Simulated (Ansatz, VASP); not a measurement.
InSb3 in VASP and in Ansatz

```
Sb In
1.0
     0.00000    3.84449    3.84449
     3.84449    0.00000    3.84449
     3.84449    3.84449    0.00000
Sb In
3 1
Direct
  0.50000 0.50000 0.50000
  0.75000 0.75000 0.75000
  0.25000 0.25000 0.25000
  0.00000 0.00000 0.00000
```

The cell comes from a database or a generator and needn't be the stable form of this composition.

Alike in both runs: task single point; functional PBEsol; k mesh 6 × 6 × 6; occupations fermi-dirac, width 0.05 eV; no spin polarisation.

|  | VASP | Ansatz |
| --- | --- | --- |
| version | VASP 6.6.1 | Ansatz 0.2.0 |
| potentials or method | VASP PAW PBE potentials, release 64 (Sb, In_d) | Ansatz PAW |
| plane-wave cutoff (eV) | 520 | 420 |
| valence electrons in the cell | 28 | 58 |

|  | VASP | Ansatz | Ansatz less VASP |
| --- | --- | --- | --- |
| gap on the k mesh at the Fermi level (eV) | none | none | - |
| pressure (GPa) | -4.7 | -4.7 | +0.03 |

A gap of «none» marks a metal or a gap that the smearing closes. With one functional, cell and mesh, what is left measures potentials, basis and numerics. The two sets of potentials don't hold the same shells in valence.

Caveats: the PAW data sets were made with another functional, which shifts forces and pressure a little (VASP); the PAW data sets come from PBE, with cores solved anew for the run's functional, which leaves a small shift of forces and pressure (Ansatz). The runs have no spin-orbit coupling, so splittings on Sb are missing.
